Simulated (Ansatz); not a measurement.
Rb:

```
Rb
1.0
     5.08821    0.00000    0.00000
    -2.54410    4.40652    0.00000
     0.00000    0.00000    8.44206
Rb
2
Cartesian
  2.5441 1.4688 6.3315
  0.0000 2.9377 2.1105
```

This isn't the form of Rb at room conditions, which is bcc.

| Property | Result |
| --- | --- |
| Program | Ansatz 0.2.0 |
| Task | single point |
| Functional | PBE |
| Potentials or basis | Ansatz PAW |
| Cutoff | 420 eV (not typed: the program's choice for these potentials) |
| k mesh | 6 × 6 × 3 |
| Occupations | fermi-dirac, width 0.05 eV |
| Spin | no spin polarisation |

On this cell: pressure -0.1 GPa; band gap on the k mesh none (metal or under the smearing width).

The same run follows on a disturbed copy (atoms moved at random, drawn with an rms of 0.05 Å):

```
CELL_PARAMETERS angstrom
5.08821 0.00000 0.00000
-2.54410 4.40652 0.00000
0.00000 0.00000 8.44206
ATOMIC_POSITIONS crystal
Rb 0.67520 0.33487 0.74979
Rb 0.33470 0.66439 0.24912
```

**Question.** What does the disturbed cell give?

**Answer.** The energy (extrapolated to zero smearing) moves by +0.0 meV/atom; pressure -0.1 GPa; band gap on the k mesh none (metal or under the smearing width).

Forces on the atoms (eV/Å):
```
Rb  -0.001 -0.001 -0.002
Rb   0.001  0.001  0.002
```

Stress tensor (GPa, compression positive):
```
-0.03  0.00  0.00
 0.00 -0.04  0.00
 0.00  0.00 -0.14
```
